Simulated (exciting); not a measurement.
# MgS (Niningerite) (Fm-3m) in exciting: settings compared, part 2 of 3

exciting (release sodium). The steps go on from the part before.

## 3. Density of states, PBE (atoms moved at random, drawn with an rms of 0.02 Å)

input.xml

```xml
<input>
  <title>MgS</title>
  <structure speciespath="./" tshift="false" cartesian="true">
    <crystal scale="1.88972612463">
      <basevect>0.000000000000 2.601650000000 2.601650000000</basevect>
      <basevect>2.601650000000 0.000000000000 2.601650000000</basevect>
      <basevect>2.601650000000 2.601650000000 0.000000000000</basevect>
    </crystal>
    <species speciesfile="S.xml" rmt="1.9">
      <atom coord="4.943318378424 4.931882818133 4.915727508108"/>
    </species>
    <species speciesfile="Mg.xml" rmt="2">
      <atom coord="0.022438476857 -0.003205496694 -0.007433605830"/>
    </species>
  </structure>
  <groundstate do="fromscratch" ngridk="6 6 6" rgkmax="6.5" gmaxvr="14" lmaxapw="10" lmaxmat="10" lmaxvr="8" xctype="GGA_PBE" stype="Methfessel-Paxton 1" swidth="0.00099958" nempty="10" ValenceRelativity="iora*" epsengy="1e-05" epspot="1e-05" maxscl="60" outputlevel="normal"/>
  <properties>
    <dos nwdos="400" winddos="-0.6 0.5" inttype="tetra" ngrdos="100" nsmdos="2" lmirep="true"/>
    <chargedensityplot>
      <plot3d>
        <box grid="19 19 19">
          <origin coord="0 0 0"/>
          <point coord="1 0 0"/>
          <point coord="0 1 0"/>
          <point coord="0 0 1"/>
        </box>
      </plot3d>
    </chargedensityplot>
    <elfplot>
      <plot3d>
        <box grid="19 19 19">
          <origin coord="0 0 0"/>
          <point coord="1 0 0"/>
          <point coord="0 1 0"/>
          <point coord="0 0 1"/>
        </box>
      </plot3d>
    </elfplot>
    <exccplot>
      <plot3d>
        <box grid="19 19 19">
          <origin coord="0 0 0"/>
          <point coord="1 0 0"/>
          <point coord="0 1 0"/>
          <point coord="0 0 1"/>
        </box>
      </plot3d>
    </exccplot>
  </properties>
</input>
```

Mg.xml (basis block)

```
    <basis>
      <default type="lapw" trialEnergy="0.1500" searchE="false"/>
      <custom l="0" type="apw+lo" trialEnergy="0.1500" searchE="true"/>
      <custom l="1" type="apw+lo" trialEnergy="0.1500" searchE="true"/>
      <lo l="0">
        <wf matchingOrder="0" trialEnergy="0.1500" searchE="true"/>
        <wf matchingOrder="1" trialEnergy="0.1500" searchE="true"/>
        <wf matchingOrder="0" trialEnergy="-2.9139" searchE="true"/>
      </lo>
      <lo l="1">
        <wf matchingOrder="0" trialEnergy="0.1500" searchE="true"/>
        <wf matchingOrder="1" trialEnergy="0.1500" searchE="true"/>
        <wf matchingOrder="0" trialEnergy="-1.7240" searchE="true"/>
      </lo>
      <lo l="0">
        <wf matchingOrder="1" trialEnergy="0.1500" searchE="true"/>
        <wf matchingOrder="2" trialEnergy="0.1500" searchE="true"/>
      </lo>
      <lo l="1">
        <wf matchingOrder="1" trialEnergy="0.1500" searchE="true"/>
        <wf matchingOrder="2" trialEnergy="0.1500" searchE="true"/>
      </lo>
      <lo l="2">
        <wf matchingOrder="0" trialEnergy="0.1500" searchE="false"/>
        <wf matchingOrder="1" trialEnergy="0.1500" searchE="false"/>
        <wf matchingOrder="2" trialEnergy="0.1500" searchE="false"/>
      </lo>
      <lo l="3">
        <wf matchingOrder="0" trialEnergy="0.1500" searchE="false"/>
        <wf matchingOrder="1" trialEnergy="0.1500" searchE="false"/>
        <wf matchingOrder="2" trialEnergy="0.1500" searchE="false"/>
      </lo>
    </basis>
```

S.xml (basis block)

```
    <basis>
      <default type="lapw" trialEnergy="0.1500" searchE="false"/>
      <custom l="0" type="apw+lo" trialEnergy="0.1500" searchE="true"/>
      <custom l="1" type="apw+lo" trialEnergy="0.1500" searchE="true"/>
      <lo l="0">
        <wf matchingOrder="1" trialEnergy="0.1500" searchE="true"/>
        <wf matchingOrder="2" trialEnergy="0.1500" searchE="true"/>
      </lo>
      <lo l="1">
        <wf matchingOrder="1" trialEnergy="0.1500" searchE="true"/>
        <wf matchingOrder="2" trialEnergy="0.1500" searchE="true"/>
      </lo>
      <lo l="2">
        <wf matchingOrder="0" trialEnergy="0.1500" searchE="false"/>
        <wf matchingOrder="1" trialEnergy="0.1500" searchE="false"/>
        <wf matchingOrder="2" trialEnergy="0.1500" searchE="false"/>
      </lo>
      <lo l="3">
        <wf matchingOrder="0" trialEnergy="0.1500" searchE="false"/>
        <wf matchingOrder="1" trialEnergy="0.1500" searchE="false"/>
        <wf matchingOrder="2" trialEnergy="0.1500" searchE="false"/>
      </lo>
    </basis>
```

Potentials or basis: all-electron LAPW+lo, shipped species files with second energy derivatives, valence relativity iora*.

Run with:

```
> OMP_NUM_THREADS=1 exciting_smp
```

INFO.OUT:

```text
================================================================================
EXCITING SODIUM started
[... 10 lines left out ...]

 Lattice vectors (cartesian) :
      0.0000000000      4.9164059721      4.9164059721
      4.9164059721      0.0000000000      4.9164059721
      4.9164059721      4.9164059721      0.0000000000

 Reciprocal lattice vectors (cartesian) :
     -0.6390018789      0.6390018789      0.6390018789
      0.6390018789     -0.6390018789      0.6390018789
      0.6390018789      0.6390018789     -0.6390018789

 Unit cell volume                           :     237.6693663626
 Brillouin zone volume                      :       1.0436776823

 Species :    1 (S)
     parameters loaded from                 :    S.xml
     name                                   :    sulphur
     nuclear charge                         :     -16.00000000
     electronic charge                      :      16.00000000
     atomic mass                            :   58452.74216000
     muffin-tin radius                      :       1.90000000
     # of radial points in muffin-tin       :     300

     atomic positions (cartesian) :
       1 :   4.94331838  4.93188282  4.91572751

 Species :    2 (Mg)
     parameters loaded from                 :    Mg.xml
     name                                   :    magnesium
     nuclear charge                         :     -12.00000000
     electronic charge                      :      12.00000000
     atomic mass                            :   44305.30463000
     muffin-tin radius                      :       2.00000000
     # of radial points in muffin-tin       :     300

     atomic positions (cartesian) :
       1 :   0.02243848 -0.00320550 -0.00743361

 Total number of atoms per unit cell        :       2

 Spin treatment                             :    spin-unpolarised

 Number of Bravais lattice symmetries       :      48
 Number of crystal symmetries               :       1

 k-point grid                               :       6    6    6
 Total number of k-points                   :     216
 k-point set is reduced with crystal symmetries

 R^MT_min * |G+k|_max (rgkmax)              :       6.50000000
 Species with R^MT_min                      :       1 (S)
 Maximum |G+k| for APW functions            :       3.42105263
 Maximum |G| for potential and density      :      14.00000000

 G-vector grid sizes                        :      32    32    32
 Total number of G-vectors                  :   11017

 Maximum angular momentum used for
     APW functions                          :      10
     computing H and O matrix elements      :      10
     potential and density                  :       8
     inner part of muffin-tin               :       2

 Total nuclear charge                       :     -28.00000000
 Total electronic charge                    :      28.00000000
 Total core charge                          :      12.00000000
 Total valence charge                       :      16.00000000

 Number of empty states                     :      10
 Total number of valence states             :      19

 Maximum Hamiltonian size                   :     213
 Maximum number of plane-waves              :     169
 Total number of local-orbitals             :      44

 Exchange-correlation type                  :      20
     Perdew-Burke-Ernzerhof, Phys. Rev. Lett. 77, 3865 (1996)
     Generalised gradient approximation (GGA)

 Smearing scheme                            :    Methfessel-Paxton order 1, Phys. Rev. B 40, 3616 (1989)
 Smearing width                             :       0.00099958

 Using multisecant Broyden potential mixing
[... 16 lines left out ...]
+ SCF iteration number :    1                                                  +
++++++++++++++++++++++++++++++++++++++++++++++++++++++++++++++++++++++++++++++++
 Total energy                               :      -601.39376935
 _______________________________________________________________
 Fermi energy                               :         0.19301909
 Kinetic energy                             :       600.99519138
 Coulomb energy                             :     -1160.10324347
 Exchange energy                            :       -41.20311518
 Correlation energy                         :        -1.08260208
[... 426 lines left out ...]
 Estimated fundamental gap                  :         0.10242506
        valence-band maximum at    1      0.0000  0.0000  0.0000
     conduction-band minimum at  112      0.5000  0.0000  0.5000

 RMS change in effective potential (target) :  0.192054E-07  ( 0.100000E-04)
 Absolute change in total energy   (target) :  0.509696E-06  ( 0.100000E-04)
 Charge distance                   (target) :  0.158484E-07  ( 0.100000E-04)

++++++++++++++++++++++++++++++++++++++++++++++++++++++++++++++++++++++++++++++++
| Convergency criteria checked for the last 2 iterations                       +
| Convergence targets achieved. Performing final SCF iteration                 +
++++++++++++++++++++++++++++++++++++++++++++++++++++++++++++++++++++++++++++++++
 Total energy                               :      -599.63556299
 _______________________________________________________________
 Fermi energy                               :         0.20901814
 Kinetic energy                             :       601.59934528
 Coulomb energy                             :     -1159.05827519
 Exchange energy                            :       -41.09114816
 Correlation energy                         :        -1.08548492

 DOS at Fermi energy (states/Ha/cell)       :         0.00000000

 Electron charges :
     core                                   :        12.00000000
     core leakage                           :         0.00052126
     valence                                :        16.00000000
     interstitial                           :         4.11062136
     charge in muffin-tin spheres :
                  atom     1     S          :        13.62331260
                  atom     2    Mg          :        10.26606604
     total charge in muffin-tins            :        23.88937864
     total charge                           :        28.00000000

 Estimated fundamental gap                  :         0.10242506
        valence-band maximum at    1      0.0000  0.0000  0.0000
     conduction-band minimum at  112      0.5000  0.0000  0.5000

++++++++++++++++++++++++++++++++++++++++++++++++++++++++++++++++++++++++++++++++
[... 9 lines left out ...]
| EXCITING SODIUM stopped                                                      =
================================================================================
```

stdout:

```text
Info(rhoplot):
 3D density plot written to RHO3D.xml

Info(potplot):
 3D Coulomb potential plot written to VCL3D.xml
 3D exchange-correlation potential plot written to VXC3D.xml

Info(elfplot): 3D ELF plot written to ELF3D.xml

Info(dos):

   Total density of states written to TDOS.OUT

   Partial density of states written to PDOS_Sss_Aaaaa.OUT
   for all species and atoms

   Eigenvalues of a random matrix in the (l, m) basis symmetrised
   with the site symmetries written to ELMIREP.OUT for all
   species and atoms. Degenerate eigenvalues correspond to
   irreducible representations of each site symmetry group

   Interstitial density of states written to IDOS.OUT

   Fermi energy is at zero in plot

   DOS units are states/Hartree/unit cell
```

Run time: 3.6 min. Hardware: 1 thread of Arm Neoverse V1, shared host; peak memory 0.14 GiB.

Results:

```
Free energy                                       : -16316.9149 eV
Band gap on the k mesh                            : 2.79 eV, indirect (least direct gap 3.72 eV)
All electrons inside the program's atomic spheres : S 13.62; Mg 10.27 (radii S 1.9, Mg 2.0 bohr)
```

Levels at points of the mesh, in eV from the valence-band top:
```csv
k point,band 4,band 5,band 6,band 7,band 8,band 9,band 10,band 11,band 12,band 13
"(0.00, 0.00, 0.00)",-41.46,-12.67,0.00,0.00,0.00,3.72,7.93,7.93,7.93,10.29
"(0.50, 0.00, 0.00)",-41.46,-11.36,-4.82,-0.59,-0.59,4.55,6.90,6.90,10.13,12.17
"(0.00, 0.50, 0.00)",-41.46,-11.36,-4.82,-0.59,-0.59,4.55,6.90,6.90,10.13,12.17
"(0.50, 0.50, 0.00)",-41.46,-10.99,-4.18,-1.67,-1.67,2.79,4.40,12.01,12.71,13.39
"(0.00, 0.00, 0.50)",-41.46,-11.36,-4.82,-0.59,-0.59,4.55,6.90,6.90,10.13,12.17
"(0.50, 0.00, 0.50)",-41.46,-10.99,-4.18,-1.67,-1.67,2.79,4.40,12.01,12.71,13.39
"(0.00, 0.50, 0.50)",-41.46,-10.99,-4.18,-1.67,-1.67,2.79,4.40,12.01,12.71,13.39
"(0.50, 0.50, 0.50)",-41.46,-11.36,-4.82,-0.59,-0.59,4.55,6.90,6.90,10.13,12.17
```

States per cell in windows of 1 eV (zero at the valence-band top; states under -8 eV left out):
```csv
from (eV),total,S1 p,Mg2 s,S1 d,Mg2 p,S1 s,Mg2 d
-8.0,0.00,0.00,0.00,0.00,0.00,0.00,0.00
-7.0,0.00,0.00,0.00,0.00,0.00,0.00,0.00
-6.0,0.00,0.00,0.00,0.00,0.00,0.00,0.00
-5.0,0.47,0.13,0.03,0.00,0.00,0.00,0.00
-4.0,1.30,0.40,0.05,0.00,0.02,0.03,0.00
-3.0,1.05,0.38,0.02,0.00,0.03,0.01,0.00
-2.0,1.78,0.76,0.02,0.00,0.04,0.01,0.01
-1.0,1.38,0.68,0.00,0.00,0.02,0.00,0.01
0.0,0.01,0.00,0.00,0.00,0.00,0.00,0.00
1.0,0.00,0.00,0.00,0.00,0.00,0.00,0.00
2.0,0.01,0.00,0.00,0.00,0.00,0.00,0.00
3.0,0.18,0.01,0.04,0.01,0.00,0.01,0.00
4.0,0.66,0.04,0.10,0.04,0.02,0.03,0.01
5.0,1.45,0.09,0.12,0.09,0.07,0.08,0.02
6.0,1.37,0.13,0.05,0.12,0.06,0.02,0.03
7.0,1.33,0.09,0.02,0.13,0.13,0.03,0.02
```

(Part 2 of 3 ends here.)
